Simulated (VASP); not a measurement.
# CoSn (P6/mmm) in VASP: a series of runs

Aim: see how the results for CoSn move with the level of theory and the settings. Levels: PBE, PBEsol. Tasks: relaxation of cell and atoms.

Everything below comes from runs of VASP 6.6.1. Logs are shortened: lines on timing, memory, paths and dates and some standing lists are left out, and cuts for length are marked.

## 1. The crystal as given

Symmetry: P6/mmm, No. 191, hexagonal system. Conventional cell: a = 5.246 Å, b = 5.246 Å, c = 4.188 Å, α = 90.00°, β = 90.00°, γ = 120.00°. Co (site symmetry mmm) is surrounded by 6 Sn at 2.58 to 2.62 Å and 4 Co at 2.62 Å. Sn (site symmetry -6m2) has 6 Co at 2.58 Å as nearest neighbours. Sn (site symmetry 6/mmm) is surrounded by 6 Co at 2.62 Å.

The cell is a database's computed one.

## 2. Relaxation of cell and atoms, PBE

INCAR reads:

```
SYSTEM = CoSn
PREC = Accurate ; ENCUT = 600
EDIFF = 1E-6 ; ISMEAR = 1
SIGMA = 0.1 ; LREAL = .FALSE.
LASPH = .TRUE. ; NELM = 80
ALGO = Normal ; ISIF = 3
LWAVE = .FALSE. ; LCHARG = .FALSE.
GGA = PE ; IBRION = 2
NSW = 90 ; EDIFFG = -0.01
KPAR = 2
```

KPOINTS reads:

```
regular mesh
0
G
  9 9 9
  0 0 0
```

POSCAR reads:

```
CoSn
1.0
    5.2460399276      0.0000000000      0.0000000000
   -2.6230199638      4.5432038466      0.0000000000
    0.0000000000      0.0000000000      4.1875903000
Co Sn
3 3
Direct
    0.0000000000      0.5000000000      0.0000000000
    0.5000000000      0.5000000000      0.0000000000
    0.5000000000      0.0000000000      0.0000000000
    0.6666666700      0.3333333300      0.5000000000
    0.3333333300      0.6666666700      0.5000000000
    0.0000000000      0.0000000000      0.0000000000
```

Potentials or basis: VASP PAW PBE potentials, release 64 (Co, Sn_d).

The run is started by

```sh
cat potpaw_PBE.64/Co/POTCAR potpaw_PBE.64/Sn_d/POTCAR > POTCAR
mpirun -np 2 vasp_std > vasp.out
```

OUTCAR:

```text
SYSTEM = CoSn
   PREC = Accurate
   ENCUT = 600
   EDIFF = 1E-6
   ISMEAR = 1
   LREAL = .FALSE.
   LASPH = .TRUE.
   NELM = 80
   ISIF = 3
   GGA = PE
   IBRION = 2
   NSW = 90
   EDIFFG = -0.01

 ion  position               nearest neighbor table
   1  0.000  0.500  0.000-   4 2.58   5 2.58   4 2.58   5 2.58   2 2.62   2 2.62   6 2.62   6 2.62
                             3 2.62   3 2.62
   2  0.500  0.500  0.000-   4 2.58   5 2.58   4 2.58   5 2.58   1 2.62   1 2.62   6 2.62   3 2.62
                             3 2.62   6 2.62
   3  0.500  0.000  0.000-   4 2.58   5 2.58   4 2.58   5 2.58   6 2.62   6 2.62   1 2.62   2 2.62
                             2 2.62   1 2.62
   4  0.667  0.333  0.500-   1 2.58   1 2.58   3 2.58   3 2.58   2 2.58   2 2.58   5 3.03   5 3.03
                             5 3.03   6 3.68   6 3.68   6 3.68   6 3.68   6 3.68   6 3.68
   5  0.333  0.667  0.500-   1 2.58   1 2.58   3 2.58   3 2.58   2 2.58   2 2.58   4 3.03   4 3.03
                             4 3.03   6 3.68   6 3.68   6 3.68   6 3.68   6 3.68   6 3.68
   6  0.000  0.000  0.000-   3 2.62   3 2.62   1 2.62   1 2.62   2 2.62   2 2.62   5 3.68   4 3.68
                             5 3.68   4 3.68   4 3.68   5 3.68   5 3.68   4 3.68   5 3.68   5 3.68

  LATTYP: Found a hexagonal cell.
 ALAT       =     5.2460399276
 C/A-ratio  =     0.7982383584

  Lattice vectors:

 A1 = (   5.2460399276,   0.0000000000,   0.0000000000)
 A2 = (  -2.6230199638,   4.5432038466,   0.0000000000)
 A3 = (   0.0000000000,   0.0000000000,   4.1875903000)

Analysis of symmetry for initial positions (statically):
=====================================================================
 Subroutine PRICEL returns:
 Original cell was already a primitive cell.

 Routine SETGRP: Setting up the symmetry group for a
 hexagonal supercell.

 Subroutine GETGRP returns: Found 24 space group operations
 (whereof 24 operations were pure point group operations)
 out of a pool of 24 trial point group operations.

The static configuration has the point symmetry D_6h.

Analysis of symmetry for dynamics (positions and initial velocities):
=====================================================================
 Subroutine PRICEL returns:
 Original cell was already a primitive cell.

 Routine SETGRP: Setting up the symmetry group for a
 hexagonal supercell.

 Subroutine GETGRP returns: Found 24 space group operations
 (whereof 24 operations were pure point group operations)
 out of a pool of 24 trial point group operations.

The dynamic configuration has the point symmetry D_6h.

 Subroutine INISYM returns: Found 24 space group operations
 (whereof 24 operations are pure point group operations),
 and found     1 'primitive' translations

----------------------------------------------------------------------------------------

                                     Primitive cell

  volume of cell :      99.8063

  direct lattice vectors                    reciprocal lattice vectors
     5.246039928  0.000000000  0.000000000     0.190619975  0.110054494  0.000000000
    -2.623019964  4.543203847  0.000000000     0.000000000  0.220108988  0.000000000
     0.000000000  0.000000000  4.187590300     0.000000000  0.000000000  0.238800821

  length of vectors
     5.246039928  5.246039928  4.187590300     0.220108988  0.220108988  0.238800821

  position of ions in fractional coordinates (direct lattice)
     0.000000000  0.500000000  0.000000000
     0.500000000  0.500000000  0.000000000
     0.500000000  0.000000000  0.000000000
     0.666666670  0.333333330  0.500000000
     0.333333330  0.666666670  0.500000000
     0.000000000  0.000000000  0.000000000

  ion indices of the primitive-cell ions
   primitive index   ion index
                 1           1
                 2           2
                 3           3
                 4           4
                 5           5
                 6           6

----------------------------------------------------------------------------------------

 KPOINTS: regular mesh

Automatic generation of k-mesh.
 Grid dimensions read from file:
 generate k-points for:    9    9    9

 Generating k-lattice:

  Cartesian coordinates                     Fractional coordinates (reciprocal lattice)
     0.021179997  0.012228277  0.000000000     0.111111111  0.000000000  0.000000000
     0.000000000  0.024456554  0.000000000     0.000000000  0.111111111  0.000000000
     0.000000000  0.000000000  0.026533425     0.000000000  0.000000000  0.111111111

  Length of vectors
     0.024456554  0.024456554  0.026533425

  Shift w.r.t. Gamma in fractional coordinates (k-lattice)
     0.000000000  0.000000000  0.000000000

 Subroutine IBZKPT returns following result:
 ===========================================

 Found     60 irreducible k-points:

 Following reciprocal coordinates:
            Coordinates               Weight
  0.000000  0.000000  0.000000      1.000000
  0.111111 -0.000000  0.000000      6.000000
  0.222222  0.000000  0.000000      6.000000
  0.333333  0.000000  0.000000      6.000000
  0.444444  0.000000  0.000000      6.000000
  0.111111  0.111111  0.000000      6.000000
[... 16 lines left out ...]
  0.333333  0.222222  0.111111     24.000000
  0.333333  0.333333  0.111111      4.000000
 [... further k-points ...]
   k-points           NKPTS =     60   k-points in BZ     NKDIM =     60   number of bands    NBANDS=     41
   number of dos      NEDOS =    301   number of ions     NIONS =      6
   total plane-waves  NPLWV =  63504
   dimension x,y,z NGX =    42 NGY =   42 NGZ =   36
   dimension x,y,z NGXF=    84 NGYF=   84 NGZF=   72
   ions per type =               3   3
   NGX,Y,Z   is equivalent  to a cutoff of  13.31, 13.31, 14.29 a.u.
   NGXF,Y,Z  is equivalent  to a cutoff of  26.62, 26.62, 28.58 a.u.
 SYSTEM =  CoSn
   PREC   = accura    normal or accurate (medium, high low for compatibility)
   ISTART =      0    job   : 0-new  1-cont  2-samecut
   ICHARG =      2    charge: 1-file 2-atom 10-const
   ISPIN  =      1    spin polarized calculation?
   LNONCOLLINEAR =      F non collinear calculations
   LSORBIT =      F    spin-orbit coupling
   LASPH  =      T    aspherical Exc in radial PAW
   ENCUT  =  600.0 eV  44.10 Ry    6.64 a.u.  10.48 10.48  8.36*2*pi/ulx,y,z
   NELM   =     80;   NELMIN=  2; NELMDL= -5     # of ELM steps
   EDIFF  = 0.1E-05   stopping-criterion for ELM
   LREAL  =      F    real-space projection
   EDIFFG = -.1E-01   stopping-criterion for IOM
   NSW    =     90    number of steps for IOM
   IBRION =      2    ionic relax: 0-MD 1-quasi-New 2-CG
   NFREE  =      1    steps in history (QN), initial steepest desc. (CG)
   ISIF   =      3    stress and relaxation
   ISYM   =      2    0-nonsym 1-usesym 2-fastsym
   POTIM  = 0.5000    time-step for ionic-motion
   TEBEG  =    0.0;   TEEND  =   0.0 temperature during run
   PSTRESS=    0.0 pullay stress
   NELECT =      69.0000    total number of electrons
   NUPDOWN=      -1.0000    fix difference up-down
   EMIN   =  10.00;   EMAX   =-10.00  energy-range for DOS
   EFERMI =   0.00;   METHOD = LEGACY
   ISMEAR =     1;   SIGMA  =   0.10  broadening in eV -4-tet -1-fermi 0-gaus
   EFERMI_NEDOS =   21; number of points for ismear=-14 and -15
   IALGO  =     38    algorithm
   IMIX   =      4    mixing-type and parameters
     AMIX     =   0.40;   BMIX     =  1.00
     AMIX_MAG =   1.60;   BMIX_MAG =  1.00
  volume/ion in A,a.u.               =      16.63       112.25
  Fermi-wavevector in a.u.,A,eV,Ry     =   1.447567  2.735504 28.510312  2.095449
  Thomas-Fermi vector in A             =   2.565507
   LORBIT       =      0    0 simple, 1 ext, 2 COOP (PROOUT), +10 PAW based schemes
   GGA     = PE    functional components
   LHFCALC =     F    Hartree Fock is set to
   AEXX    =    0.0000 exact exchange contribution
   IVDW    =     0    specifies the selected vdW correction
   LEPSILON=     F    determine dielectric tensor
   LRPA    =     F    only Hartree local field effects (RPA)
 conjugate gradient relaxation of ions
 non-spin polarized calculation
 Methfessel and Paxton  Order N= 1 SIGMA  =   0.10
  energy-cutoff  :      600.00
  volume of cell :       99.81
 maximum number of plane-waves:      3377
 NGX is ok and might be reduce to    42
   NGX = 21   NGY = 21   NGZ = 17

--------------------------------------- Ionic step        1  -------------------------------------------

 number of electron      69.0000021 magnetization

 Free energy of the ion-electron system (eV)
  ---------------------------------------------------
  ext. energy  EPLUGINS =         0.00000000
  ---------------------------------------------------
  free energy    TOTEN  =       -33.20471197 eV

  energy without entropy =      -33.20668277  energy(sigma->0) =      -33.20536890

 E-fermi :  10.1563     XC(G=0): -11.8592

 val. band max:       10.1509827138   @ k =   0.2222   0.2222   0.3333
 cond. band min:      10.1732178977   @ k =   0.1111  -0.0000   0.3333
 fundamental gap:      0.0222351839
 Fermi energy:        10.1562666378

 k-point     1 :       0.0000    0.0000    0.0000
  band No.  band energies     occupation
      1     -11.3561      2.00000
      2     -11.2416      2.00000
      3     -11.2416      2.00000
      4     -11.2402      2.00000
      5     -11.2402      2.00000
      6     -11.1414      2.00000
[... 1109 lines left out ...]
 POSITION                                       TOTAL-FORCE (eV/Angst)
 -----------------------------------------------------------------------------------
     -1.33787      2.31727      0.00000         0.000000     -0.000000      0.000000
      1.33787      2.31727     -0.00000         0.000000      0.000000      0.000000
      2.67575      0.00000     -0.00000         0.000000      0.000000      0.000000
      2.67575      1.54484      2.13541        -0.000000      0.000000      0.000000
     -0.00000      3.08969      2.13541         0.000000     -0.000000     -0.000000
      0.00000      0.00000     -0.00000         0.000000     -0.000000      0.000000
 -----------------------------------------------------------------------------------
    total drift:                                0.000000      0.000000     -0.000000

  FREE ENERGIE OF THE ION-ELECTRON SYSTEM (eV)
  ---------------------------------------------------
  free  energy   TOTEN  =       -33.2023766012 eV

  energy  without entropy=      -33.2051460309  energy(sigma->0) =      -33.20329974

--------------------------------------- Ionic step        3  -------------------------------------------

 number of electron      69.0000012 magnetization

 Free energy of the ion-electron system (eV)
  ---------------------------------------------------
  ext. energy  EPLUGINS =         0.00000000
  ---------------------------------------------------
  free energy    TOTEN  =       -33.23970341 eV

  energy without entropy =      -33.24204417  energy(sigma->0) =      -33.24048367

 E-fermi :   9.7584     XC(G=0): -11.7067

 val. band max:        9.7540485997   @ k =   0.2222   0.2222   0.3333
 cond. band min:       9.7748715360   @ k =   0.1111  -0.0000   0.3333
 fundamental gap:      0.0208229362
 Fermi energy:         9.7583813559

 k-point     1 :       0.0000    0.0000    0.0000
  band No.  band energies     occupation
      1     -11.7499      2.00000
      2     -11.6377      2.00000
      3     -11.6377      2.00000
      4     -11.6182      2.00000
      5     -11.6182      2.00000
      6     -11.5151      2.00000
[... 1060 lines left out ...]
 VOLUME and BASIS-vectors are now :
 -----------------------------------------------------------------------------
  energy-cutoff  :      600.00
  volume of cell :      102.73
      direct lattice vectors                 reciprocal lattice vectors
     5.296923812  0.000000000 -0.000000000     0.188788821  0.108997276  0.000000000
    -2.648461906  4.587270583  0.000000000     0.000000000  0.217994553  0.000000000
     0.000000000 -0.000000000  4.227751843     0.000000000  0.000000000  0.236532331

 POSITION                                       TOTAL-FORCE (eV/Angst)
 -----------------------------------------------------------------------------------
     -1.32423      2.29364      4.22775        -0.000000     -0.000000      0.000000
      1.32423      2.29364      4.22775        -0.000000      0.000000      0.000000
      2.64846     -0.00000      4.22775        -0.000000      0.000000      0.000000
      2.64846      1.52909      2.11388        -0.000000      0.000000      0.000000
     -0.00000      3.05818      2.11388         0.000000     -0.000000     -0.000000
      0.00000     -0.00000      4.22775        -0.000000     -0.000000      0.000000
 -----------------------------------------------------------------------------------
    total drift:                                0.000000      0.000000      0.000000

  FREE ENERGIE OF THE ION-ELECTRON SYSTEM (eV)
  ---------------------------------------------------
  free  energy   TOTEN  =       -33.2397034132 eV

  energy  without entropy=      -33.2420441697  energy(sigma->0) =      -33.24048367

 reached required accuracy - stopping structural energy minimisation
```

Run time: 5.4 min. Hardware: 2 MPI ranks of Intel Xeon 6975P-C (Granite Rapids), shared host; peak memory 0.41 GiB.

What came out:

```
Free energy                            : -33.2397 eV
Relaxed volume                         : 17.12 Å³/atom
Relaxed cell                           : a = 5.297 Å, b = 5.297 Å, c = 4.228 Å, α = 90.00°, β = 90.00°, γ = 120.00°
Space group after relaxing (to 0.05 Å) : P6/mmm (No. 191)
Energy gained by relaxing              : 5.8 meV/atom
Ionic steps                            : 3
Pressure after relaxing                : 0.0 GPa
Band gap on the k mesh                 : none (metal or under the smearing width)
```

Step by step:
| step | energy change (eV) | largest force (eV/Å) | pressure (GPa) | volume (Å³) |
| --- | --- | --- | --- | --- |
| 1 | 0.0000 | 0.0000 | 4.00 | 99.81 |
| 2 | 0.0023 | 0.0000 | -3.60 | 105.92 |
| 3 | -0.0350 | 0.0000 | 0.03 | 102.73 |

Final structure:
```
Co Sn
1.0
     5.29692    0.00000    0.00000
    -2.64846    4.58727    0.00000
     0.00000    0.00000    4.22775
Co Sn
3 3
Direct
  0.00000 0.50000 0.00000
  0.50000 0.50000 0.00000
  0.50000 0.00000 0.00000
  0.66667 0.33333 0.50000
  0.33333 0.66667 0.50000
  0.00000 0.00000 0.00000
```

Levels at points of the mesh, in eV from the Fermi level:
| k point | band 30 | band 31 | band 32 | band 33 | band 34 | band 35 | band 36 | band 37 | band 38 | band 39 |
| --- | --- | --- | --- | --- | --- | --- | --- | --- | --- | --- |
| (0.00, 0.00, 0.00) | -0.44 | -0.42 | -0.42 | -0.39 | -0.39 | 0.52 | 0.59 | 1.35 | 1.35 | 2.93 |

Spin polarisation is off, so any magnetic state and its effect on volume and gap are missing.

[end of part 1 of 2]
